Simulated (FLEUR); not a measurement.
# C (Cmme) in FLEUR: a series of runs

Runs on C. Level: r2SCAN. Tasks: band structure, equation of state.

All numbers are computed with FLEUR MaX-R8.1 (later development tree); they aren't measurements. Logs are shortened: lines on timing, memory, paths and dates and some standing lists are left out, and cuts for length are marked.

### 1 The crystal as given

It takes space group Cmme (No. 67, orthorhombic). Conventional cell: a = 2.456 Å, b = 4.254 Å, c = 7.173 Å, α = 90.00°, β = 90.00°, γ = 90.00°. Around C (site symmetry m) lie 3 C at 1.42 Å.

This is a stacking variant of graphite.

### 2 Band structure, r2SCAN

Input file inp.xml:

```xml
<?xml version="1.0" encoding="UTF-8" standalone="no"?>
<fleurInput fleurInputVersion="0.39">
   <comment>
      C                                                                                                   
   </comment>
   <calculationSetup>
      <cutoffs Kmax="5.81" Gmax="18.0" GmaxXC="18.0" numbands="0"/>
      <scfLoop itmax="80" minDistance="0.0001" maxIterBroyd="30" imix="Anderson" alpha="0.05" precondParam="0.0" spinf="2.0" sdNocoIR="T"/>
      <coreElectrons ctail="F" frcor="F" kcrel="0" coretail_lmax="0"/>
      <xcFunctional name="LibXC" relativisticCorrections="F">
         <LibXCName exchange="mgga_x_r2scan" correlation="mgga_c_r2scan"/>
         <AuxGGA exchange="117" correlation="130"/>
      </xcFunctional>
      <magnetism jspins="1"/>
      <soc l_soc="F" theta="0.0" phi="0.0" spav="F"/>
      <expertModes spex="0" secvar="F"/>
      <geometryOptimization l_f="F" forcealpha="1.0" forcemix="BFGS" epsdisp="0.00001" epsforce="0.00001"/>
      <ldaU l_linMix="F" mixParam="0.05" spinf="1.0"/>
   </calculationSetup>
   <cell>
      <bzIntegration valenceElectrons="16.0" mode="hist" fermiSmearingEnergy="0.00183747">
         <kPointListSelection listName="default-1"/>
         <!-- k-points included here -->
         <xi:include xmlns:xi="http://www.w3.org/2001/XInclude" href="kpts.xml"> </xi:include>
      </bzIntegration>
      <!-- symmetry operations included here -->
      <xi:include xmlns:xi="http://www.w3.org/2001/XInclude" href="sym.xml"> </xi:include>
      <bulkLattice scale="1.0">
         <bravaisMatrix>
            <row-1>    2.3206743311709968    -4.0195642898932231     0.0000000000000000</row-1>
            <row-2>    2.3206743311709968     4.0195642898932231     0.0000000000000000</row-2>
            <row-3>    0.0000000000000000     0.0000000000000000    13.5555114848229223</row-3>
         </bravaisMatrix>
      </bulkLattice>
   </cell>
   <atomSpecies>
      <species name="Carbon (C)" element="C" atomicNumber="6">
         <mtSphere radius="1.24" gridPoints="411" logIncrement="0.025"/>
         <atomicCutoffs lmax="8" lnonsphr="8"/>
         <electronConfig flipSpins="F">
            <coreConfig>(1s1/2)</coreConfig>
            <valenceConfig>(2s1/2) (2p1/2) (2p3/2)</valenceConfig>
            <stateOccupation state="(2p1/2)" spinUp="0.333333" spinDown="0.333333"/>
            <stateOccupation state="(2p3/2)" spinUp="0.666667" spinDown="0.666667"/>
         </electronConfig>
         <energyParameters s="2" p="2" d="3" f="4"/>
         <lo type="SCLO" l="0" n="2" eDeriv="2"/>
         <lo type="SCLO" l="1" n="2" eDeriv="2"/>
         <lo type="SCLO" l="2" n="3" eDeriv="2"/>
      </species>
   </atomSpecies>
   <atomGroups>
      <atomGroup species="Carbon (C)">
         <relPos label="                   1">-.0833794600 .0833794600 -.2468624000</relPos>
         <relPos label="                   2">.4166205400 -.4166205400 .2468624000</relPos>
         <relPos label="                   3">.0833794600 -.0833794600 .2468624000</relPos>
         <relPos label="                   4">-.4166205400 .4166205400 -.2468624000</relPos>
         <force calculate="T" relaxXYZ="TTT"/>
      </atomGroup>
   </atomGroups>
   <output dos="F" band="F" slice="F">
      <checks vchk="F" cdinf="F"/>
      <bandDOS minEnergy="-.5*Htr" maxEnergy="0.5*Htr" sigma="0.015" storeEVData="T"/>
      <vacuumDOS vacdos="F" integ="F" star="F" nstars="0" locx1="0.0" locy1="0.0" locx2="0.0" locy2="0.0" nstm="0" tworkf="0.0"/>
      <unfoldingBand unfoldBand="F" supercellX="1" supercellY="1" supercellZ="1"/>
      <plotting iplot="0" polar="F">
         <plot TwoD="T" vec1="  1.0  0.0  0.0" vec2="  0.0  1.0  0.0" vec3="  0.0  0.0  1.0" zero="  0.0  0.0  0.0" file="plot"/>
      </plotting>
      <chargeDensitySlicing numkpt="0" minEigenval="0.0" maxEigenval="0.0" nnne="0" pallst="F"/>
      <specialOutput eonly="F"/>
      <moessbauerParams electricFieldGradient="T" isomerShift="T" coreHyperfine="T" valenceHyperfine="T"/>
      <magneticCircularDichroism mcd="F" energyLo="-10.0" energyUp="0.0"/>
   </output>
  <!-- We include the file relax.xml here to enable relaxations (see documentation) -->
  <xi:include xmlns:xi="http://www.w3.org/2001/XInclude" href="relax.xml"> <xi:fallback/> </xi:include>
</fleurInput>
```

Input file crystal.txt:

```
C
&input cartesian=F /
1.2280479700  -2.1270618200  0.0000000000
1.2280479700  2.1270618200  0.0000000000
0.0000000000  0.0000000000  7.1732677600
1.8897261246
1.0 1.0 1.0

4
6 0.9166205400  0.0833794600  0.7531376000
6 0.4166205400  0.5833794600  0.2468624000
6 0.0833794600  0.9166205400  0.2468624000
6 0.5833794600  0.4166205400  0.7531376000

&kpt div1=12 div2=12 div3=4 gamma=T /
```

Input file inp.xml (bands):

```
<?xml version="1.0" encoding="UTF-8" standalone="no"?>
<fleurInput fleurInputVersion="0.39">
   <comment>
      C                                                                                                   
   </comment>
   <calculationSetup>
      <cutoffs Kmax="5.81" Gmax="18.0" GmaxXC="18.0" numbands="0"/>
      <scfLoop itmax="80" minDistance="0.0001" maxIterBroyd="30" imix="Anderson" alpha="0.05" precondParam="0.0" spinf="2.0" sdNocoIR="T"/>
      <coreElectrons ctail="F" frcor="F" kcrel="0" coretail_lmax="0"/>
      <xcFunctional name="LibXC" relativisticCorrections="F">
         <LibXCName exchange="mgga_x_r2scan" correlation="mgga_c_r2scan"/>
         <AuxGGA exchange="117" correlation="130"/>
      </xcFunctional>
      <magnetism jspins="1"/>
      <soc l_soc="F" theta="0.0" phi="0.0" spav="F"/>
      <expertModes spex="0" secvar="F"/>
      <geometryOptimization l_f="F" forcealpha="1.0" forcemix="BFGS" epsdisp="0.00001" epsforce="0.00001"/>
      <ldaU l_linMix="F" mixParam="0.05" spinf="1.0"/>
   </calculationSetup>
   <cell>
      <bzIntegration valenceElectrons="16.0" mode="hist" fermiSmearingEnergy="0.00183747">
         <kPointListSelection listName="path-1"/>
         <!-- k-points included here -->
         <xi:include xmlns:xi="http://www.w3.org/2001/XInclude" href="kpts.xml"> </xi:include>
      </bzIntegration>
      <!-- symmetry operations included here -->
      <xi:include xmlns:xi="http://www.w3.org/2001/XInclude" href="sym.xml"> </xi:include>
      <bulkLattice scale="1.0">
         <bravaisMatrix>
            <row-1>    2.3206743311709968    -4.0195642898932231     0.0000000000000000</row-1>
            <row-2>    2.3206743311709968     4.0195642898932231     0.0000000000000000</row-2>
            <row-3>    0.0000000000000000     0.0000000000000000    13.5555114848229223</row-3>
         </bravaisMatrix>
      </bulkLattice>
   </cell>
   <atomSpecies>
      <species name="Carbon (C)" element="C" atomicNumber="6">
         <mtSphere radius="1.24" gridPoints="411" logIncrement="0.025"/>
         <atomicCutoffs lmax="8" lnonsphr="8"/>
         <electronConfig flipSpins="F">
            <coreConfig>(1s1/2)</coreConfig>
            <valenceConfig>(2s1/2) (2p1/2) (2p3/2)</valenceConfig>
            <stateOccupation state="(2p1/2)" spinUp="0.333333" spinDown="0.333333"/>
            <stateOccupation state="(2p3/2)" spinUp="0.666667" spinDown="0.666667"/>
         </electronConfig>
         <energyParameters s="2" p="2" d="3" f="4"/>
         <lo type="SCLO" l="0" n="2" eDeriv="2"/>
         <lo type="SCLO" l="1" n="2" eDeriv="2"/>
         <lo type="SCLO" l="2" n="3" eDeriv="2"/>
      </species>
   </atomSpecies>
   <atomGroups>
      <atomGroup species="Carbon (C)">
         <relPos label="                   1">-.0833794600 .0833794600 -.2468624000</relPos>
         <relPos label="                   2">.4166205400 -.4166205400 .2468624000</relPos>
         <relPos label="                   3">.0833794600 -.0833794600 .2468624000</relPos>
         <relPos label="                   4">-.4166205400 .4166205400 -.2468624000</relPos>
         <force calculate="T" relaxXYZ="TTT"/>
      </atomGroup>
   </atomGroups>
   <output dos="F" band="T" slice="F">
      <checks vchk="F" cdinf="F"/>
      <bandDOS minEnergy="-.5*Htr" maxEnergy="0.5*Htr" sigma="0.015" storeEVData="T"/>
      <vacuumDOS vacdos="F" integ="F" star="F" nstars="0" locx1="0.0" locy1="0.0" locx2="0.0" locy2="0.0" nstm="0" tworkf="0.0"/>
      <unfoldingBand unfoldBand="F" supercellX="1" supercellY="1" supercellZ="1"/>
      <plotting iplot="0" polar="F">
         <plot TwoD="T" vec1="  1.0  0.0  0.0" vec2="  0.0  1.0  0.0" vec3="  0.0  0.0  1.0" zero="  0.0  0.0  0.0" file="plot"/>
      </plotting>
      <chargeDensitySlicing numkpt="0" minEigenval="0.0" maxEigenval="0.0" nnne="0" pallst="F"/>
      <specialOutput eonly="F"/>
      <moessbauerParams electricFieldGradient="T" isomerShift="T" coreHyperfine="T" valenceHyperfine="T"/>
      <magneticCircularDichroism mcd="F" energyLo="-10.0" energyUp="0.0"/>
   </output>
  <!-- We include the file relax.xml here to enable relaxations (see documentation) -->
  <xi:include xmlns:xi="http://www.w3.org/2001/XInclude" href="relax.xml"> <xi:fallback/> </xi:include>
</fleurInput>
```

Potentials or basis: all-electron, FLAPW.

Started as:

```bash
inpgen -f crystal.txt -profile fastHighL
# inp.xml edited to the form shown
fleur_MPI
fleur_MPI   # second run, on inp.xml (bands)
```

Standard output:

```text
Welcome to FLEUR        (www.flapw.de)
      MaX-Release 8.1          (www.max-centre.eu)
 func_ids         498         497         498         497
 MetaGGA potential functional detected - V_tau will be computed
 Auxiliary Potential for radial basis: exchange=         117  correlation=         130
The functional 'Re-regularized SCAN exchange by Furness et al' is an exchange functional, it belongs to the 'MGGA' family and is defined in the reference(s):
[1] J. W. Furness, A. D. Kaplan, J. Ning, J. P. Perdew, and J. Sun.,  J. Phys. Chem. Lett. 11, 8208-8215 (2020)
[2] J. W. Furness, A. D. Kaplan, J. Ning, J. P. Perdew, and J. Sun.,  J. Phys. Chem. Lett. 11, 9248-9248 (2020)
The functional 'Re-regularized SCAN correlation by Furness et al' is a correlation functional, it belongs to the 'MGGA' family and is defined in the reference(s):
[1] J. W. Furness, A. D. Kaplan, J. Ning, J. P. Perdew, and J. Sun.,  J. Phys. Chem. Lett. 11, 8208-8215 (2020)
[2] J. W. Furness, A. D. Kaplan, J. Ning, J. P. Perdew, and J. Sun.,  J. Phys. Chem. Lett. 11, 9248-9248 (2020)
 Using same functional for VXC and EXC

 ========== k-point set info ==========
 Selected k-point list: default-1
 k-point list type: mesh
 12 x 12 x 4
 Number of k points: 129

 ------------Calculation Setup---------------------------
 Number of MPI-tasks      :            1
 Number of PE/node        :            1
 Number of OMP-threads    :            1
 Most efficient MPI parallelization for:
           1           3          43         129
 Additional eigenvalue parallelization possible
 Number of basis functions:          931
 Approximate size of matrices (H+S) per k-point:         0.013 GB
 --------------------------------------------------------
The functional 'Hammer, Hansen, and Norskov' is an exchange functional, it belongs to the 'GGA' family and is defined in the reference(s):
[1] B. Hammer, L. B. Hansen, and J. K. Nørskov.,  Phys. Rev. B 59, 7413 (1999)
The functional 'Perdew, Burke & Ernzerhof' is a correlation functional, it belongs to the 'GGA' family and is defined in the reference(s):
[1] J. P. Perdew, K. Burke, and M. Ernzerhof.,  Phys. Rev. Lett. 77, 3865 (1996)
[2] J. P. Perdew, K. Burke, and M. Ernzerhof.,  Phys. Rev. Lett. 78, 1396 (1997)
 Using same functional for VXC and EXC
 Using auxiliary GGA potential for the first iteration of MetaGGA calculation.
 Reset of history
 Reset of history
 Iteration:     1   Distance:      21.69235692 me/bohr^3
The functional 'Hammer, Hansen, and Norskov' is an exchange functional, it belongs to the 'GGA' family and is defined in the reference(s):
[1] B. Hammer, L. B. Hansen, and J. K. Nørskov.,  Phys. Rev. B 59, 7413 (1999)
The functional 'Perdew, Burke & Ernzerhof' is a correlation functional, it belongs to the 'GGA' family and is defined in the reference(s):
[1] J. P. Perdew, K. Burke, and M. Ernzerhof.,  Phys. Rev. Lett. 77, 3865 (1996)
[2] J. P. Perdew, K. Burke, and M. Ernzerhof.,  Phys. Rev. Lett. 78, 1396 (1997)
 Using same functional for VXC and EXC
 Iteration:     2   Distance:      19.88176275 me/bohr^3
The functional 'Hammer, Hansen, and Norskov' is an exchange functional, it belongs to the 'GGA' family and is defined in the reference(s):
[1] B. Hammer, L. B. Hansen, and J. K. Nørskov.,  Phys. Rev. B 59, 7413 (1999)
The functional 'Perdew, Burke & Ernzerhof' is a correlation functional, it belongs to the 'GGA' family and is defined in the reference(s):
[1] J. P. Perdew, K. Burke, and M. Ernzerhof.,  Phys. Rev. Lett. 77, 3865 (1996)
[2] J. P. Perdew, K. Burke, and M. Ernzerhof.,  Phys. Rev. Lett. 78, 1396 (1997)
 Using same functional for VXC and EXC
 Iteration:     3   Distance:      18.65747891 me/bohr^3
The functional 'Hammer, Hansen, and Norskov' is an exchange functional, it belongs to the 'GGA' family and is defined in the reference(s):
[1] B. Hammer, L. B. Hansen, and J. K. Nørskov.,  Phys. Rev. B 59, 7413 (1999)
The functional 'Perdew, Burke & Ernzerhof' is a correlation functional, it belongs to the 'GGA' family and is defined in the reference(s):
[1] J. P. Perdew, K. Burke, and M. Ernzerhof.,  Phys. Rev. Lett. 77, 3865 (1996)
[2] J. P. Perdew, K. Burke, and M. Ernzerhof.,  Phys. Rev. Lett. 78, 1396 (1997)
 Using same functional for VXC and EXC
 Iteration:     4   Distance:       3.43894161 me/bohr^3
The functional 'Hammer, Hansen, and Norskov' is an exchange functional, it belongs to the 'GGA' family and is defined in the reference(s):
[1] B. Hammer, L. B. Hansen, and J. K. Nørskov.,  Phys. Rev. B 59, 7413 (1999)
The functional 'Perdew, Burke & Ernzerhof' is a correlation functional, it belongs to the 'GGA' family and is defined in the reference(s):
[1] J. P. Perdew, K. Burke, and M. Ernzerhof.,  Phys. Rev. Lett. 77, 3865 (1996)
[2] J. P. Perdew, K. Burke, and M. Ernzerhof.,  Phys. Rev. Lett. 78, 1396 (1997)
 Using same functional for VXC and EXC
 Iteration:     5   Distance:       2.61497547 me/bohr^3
The functional 'Hammer, Hansen, and Norskov' is an exchange functional, it belongs to the 'GGA' family and is defined in the reference(s):
[... 46 lines left out ...]
 Using same functional for VXC and EXC
 Iteration:    12   Distance:       0.00154412 me/bohr^3
The functional 'Hammer, Hansen, and Norskov' is an exchange functional, it belongs to the 'GGA' family and is defined in the reference(s):
[1] B. Hammer, L. B. Hansen, and J. K. Nørskov.,  Phys. Rev. B 59, 7413 (1999)
The functional 'Perdew, Burke & Ernzerhof' is a correlation functional, it belongs to the 'GGA' family and is defined in the reference(s):
[1] J. P. Perdew, K. Burke, and M. Ernzerhof.,  Phys. Rev. Lett. 77, 3865 (1996)
[2] J. P. Perdew, K. Burke, and M. Ernzerhof.,  Phys. Rev. Lett. 78, 1396 (1997)
 Using same functional for VXC and EXC
 Iteration:    13   Distance:       0.00113734 me/bohr^3
The functional 'Hammer, Hansen, and Norskov' is an exchange functional, it belongs to the 'GGA' family and is defined in the reference(s):
[1] B. Hammer, L. B. Hansen, and J. K. Nørskov.,  Phys. Rev. B 59, 7413 (1999)
The functional 'Perdew, Burke & Ernzerhof' is a correlation functional, it belongs to the 'GGA' family and is defined in the reference(s):
[1] J. P. Perdew, K. Burke, and M. Ernzerhof.,  Phys. Rev. Lett. 77, 3865 (1996)
[2] J. P. Perdew, K. Burke, and M. Ernzerhof.,  Phys. Rev. Lett. 78, 1396 (1997)
 Using same functional for VXC and EXC
 Iteration:    14   Distance:       0.00011413 me/bohr^3
The functional 'Hammer, Hansen, and Norskov' is an exchange functional, it belongs to the 'GGA' family and is defined in the reference(s):
[1] B. Hammer, L. B. Hansen, and J. K. Nørskov.,  Phys. Rev. B 59, 7413 (1999)
The functional 'Perdew, Burke & Ernzerhof' is a correlation functional, it belongs to the 'GGA' family and is defined in the reference(s):
[1] J. P. Perdew, K. Burke, and M. Ernzerhof.,  Phys. Rev. Lett. 77, 3865 (1996)
[2] J. P. Perdew, K. Burke, and M. Ernzerhof.,  Phys. Rev. Lett. 78, 1396 (1997)
 Using same functional for VXC and EXC
 Iteration:    15   Distance:       0.00009568 me/bohr^3

 ********************************************************************
 Run finished successfully
 Stop message:
   all done
 ********************************************************************
```

It took 6.1 min on 1 thread of AMD EPYC 7R43 (Zen 3), shared host; peak memory 0.1 GiB.

What came out:

* Free energy: -4150.3427 eV
* Band gap on the k mesh: 0.03 eV
* Band gap along the path: 0.03 eV
* Valence electrons inside the program's atomic spheres: C 1.77 (radii C 1.24 bohr)

Levels at the corners of the path, in eV from the valence-band top:
```tsv
point	band 6	band 7	band 8	band 9	band 10	band 11
Γ	-3.22	-3.22	-3.20	3.89	8.73	8.77
M	-6.82	-2.57	-2.57	1.92	1.92	7.79
K	-11.13	-0.43	-0.16	0.16	0.51	10.69
Γ	-3.22	-3.22	-3.20	3.89	8.73	8.77
A	-3.23	-3.21	-3.21	6.03	6.26	8.75
L	-6.82	-2.52	-2.52	1.78	1.78	7.79
H	-11.15	-0.03	0.00	0.03	0.05	10.59
A	-3.23	-3.21	-3.21	6.03	6.26	8.75
L	-6.82	-2.52	-2.52	1.78	1.78	7.79
M	-6.82	-2.57	-2.57	1.92	1.92	7.79
K	-11.13	-0.43	-0.16	0.16	0.51	10.69
H	-11.15	-0.03	0.00	0.03	0.05	10.59
```

Core levels (eV from the Fermi level):
| atom | levels |
| --- | --- |
| 1 C | 1s1/2 -266.4 |
| 2 C | 1s1/2 -266.4 |
| 3 C | 1s1/2 -266.4 |
| 4 C | 1s1/2 -266.4 |

Caveat: the meta-GGA is that of a development version, with a GGA for the radial functions and cores and without core tails. r2SCAN opens gaps a little over a GGA but as a rule still falls short of measured ones.

### 3 Equation of state, r2SCAN, 8.81 Å³/atom (volume scaled by 0.94)

Changes to inp.xml since step 2:

```diff
@@ -6,3 +6,3 @@
    <calculationSetup>
-      <cutoffs Kmax="5.81" Gmax="18.0" GmaxXC="18.0" numbands="0"/>
+      <cutoffs Kmax="6.0" Gmax="18.6" GmaxXC="18.6" numbands="0"/>
       <scfLoop itmax="80" minDistance="0.0001" maxIterBroyd="30" imix="Anderson" alpha="0.05" precondParam="0.0" spinf="2.0" sdNocoIR="T"/>
@@ -27,3 +27,3 @@
       <xi:include xmlns:xi="http://www.w3.org/2001/XInclude" href="sym.xml"> </xi:include>
-      <bulkLattice scale="1.0">
+      <bulkLattice scale="0.9795861087">
          <bravaisMatrix>
@@ -37,3 +37,3 @@
       <species name="Carbon (C)" element="C" atomicNumber="6">
-         <mtSphere radius="1.24" gridPoints="411" logIncrement="0.025"/>
+         <mtSphere radius="1.2" gridPoints="411" logIncrement="0.025"/>
          <atomicCutoffs lmax="8" lnonsphr="8"/>
```

Potentials or basis: all-electron, FLAPW.

Started as:

```bash
inpgen -f crystal.txt -profile fastHighL
# inp.xml edited to the form shown
fleur_MPI
```

It took 6.9 min on 1 thread of AMD EPYC 7R43 (Zen 3), shared host; peak memory 0.1 GiB.

Results (log left out):

```yaml
Free_energy: -4150.2311 eV
Band_gap_on_the_k_mesh: 0.03 eV
Valence_electrons_inside_the_program's_atomic_spheres: C 1.68 (radii C 1.2 bohr)
```

Caveat: the meta-GGA is that of a development version, with a GGA for the radial functions and cores and without core tails.

### 4 Equation of state, r2SCAN, 8.99 Å³/atom (volume scaled by 0.96)

Changes to inp.xml since step 3:

```diff
@@ -27,3 +27,3 @@
       <xi:include xmlns:xi="http://www.w3.org/2001/XInclude" href="sym.xml"> </xi:include>
-      <bulkLattice scale="0.9795861087">
+      <bulkLattice scale="0.9864848297">
          <bravaisMatrix>
```

Started as:

```bash
inpgen -f crystal.txt -profile fastHighL
# inp.xml edited to the form shown
fleur_MPI
```

It took 9.9 min on 1 thread of AMD EPYC 7R43 (Zen 3), shared host; peak memory 0.1 GiB.

Results (log left out):

```yaml
Free_energy: -4150.3007 eV
Band_gap_on_the_k_mesh: 0.03 eV
Valence_electrons_inside_the_program's_atomic_spheres: C 1.67 (radii C 1.2 bohr)
```

Caveat: the meta-GGA is that of a development version, with a GGA for the radial functions and cores and without core tails.

(Part 1 of 2 ends here.)
